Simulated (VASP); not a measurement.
For cubic NaBr (rock salt), LDA (Ceperley-Alder, Perdew-Zunger), VASP's LDA PAW potentials (set 64) run with VASP gives ε∞ = 3.06, a static ε₀ = 5.95 and a transverse optical mode at 155 cm⁻¹.

Problem. Estimate the longitudinal optical frequency at Γ.

Solution. By the Lyddane-Sachs-Teller relation, ω_LO = ω_TO √(ε₀/ε∞) = 155 × √(5.95/3.06) = 216 cm⁻¹.

Measured: ε∞ 2.61 at 297 K (computed value off by +17.3 %), as given by H. H. Li, Journal of Physical and Chemical Reference Data (1976), doi:10.1063/1.555536 [long-wavelength limit of the electronic terms of a dispersion formula fitted to measured refractive indices over 0.21-34.0 um; lattice terms left out].

The compound is NaBr in the rock salt structure. It was relaxed first, which changed the volume by -9 %.
